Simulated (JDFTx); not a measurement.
# Si in JDFTx: convergence with energy threshold

Input of the first run (energy threshold 0.001 Ha); the others differ in this setting and in those tied to it:

Contents of Si.in:

```
include Si.lattice
coords-type Lattice
include Si.ionpos

ion-species pseudo/Si.upf
elec-cutoff 40 320
elec-ex-corr gga-x-rpbe gga-c-pbe
kpoint-folding 6 6 6
elec-smearing Fermi 0.0018374661
elec-n-bands 9
electronic-SCF nIterations 100 energyDiffThreshold 0.001
electronic-minimize nIterations 30 energyDiffThreshold 1e-7
forces-output-coords Cartesian

dump-name run.$VAR
dump End Ecomponents EigStats BandEigs Kpoints Forces Stress
```

The input Si.lattice:

```
lattice \
    0.0000000000     5.1435532945     5.1435532945 \
    5.1435532945     0.0000000000     5.1435532945 \
    5.1435532945     5.1435532945     0.0000000000
```

Si.ionpos

```
ion Si     0.5053960000     0.5065980000     0.4890360000 1
ion Si     0.7447980000     0.7513980000     0.7512880000 1
```

Potentials or basis: SG15-PBE-1.2.

Command:

```console
$ jdftx -c 1 -i Si.in -o Si.out
```

The cell isn't the ideal one: atoms moved at random, drawn with an rms of 0.02 Å.

Hardware: 1 thread of Intel(R) Xeon(R) Platinum 8259CL CPU @ 2.50GHz (Skylake/Cascade Lake) (shared host).

```csv
energy threshold,"energy less the tightest run, at zero smearing (meV/atom)",pressure (GPa),largest force (eV/Å),gap on the mesh (eV),SCF cycles,CPU time (s),peak memory (GiB)
0.001 Ha,0.37,1.44,0.641,0.452,5,79,0.2
0.0001 Ha,0.00,2.37,0.651,0.460,7,99,0.2
1e-05 Ha,0.00,2.31,0.650,0.458,8,110,0.2
1e-06 Ha,0.00,2.31,0.650,0.458,8,110,0.2
1e-07 Ha,0.00,2.32,0.650,0.459,10,130,0.19
1e-08 Ha,0.00,2.31,0.650,0.459,12,150,0.2
1e-10 Ha,0.00,2.31,0.650,0.459,16,180,0.2
```

Against the tightest run, the energy stays within 1 meV/atom from 0.001 Ha on; the pressure stays within 0.1 GPa from 0.0001 Ha on; the largest force stays within 0.005 eV/Å from 0.0001 Ha on; the gap on the mesh stays within 0.01 eV from 0.001 Ha on. The tightest run that finished is the yardstick and may itself not be fully converged.

Caveat, for the tightest run too: the potentials were made for another functional, which shifts forces and pressure.
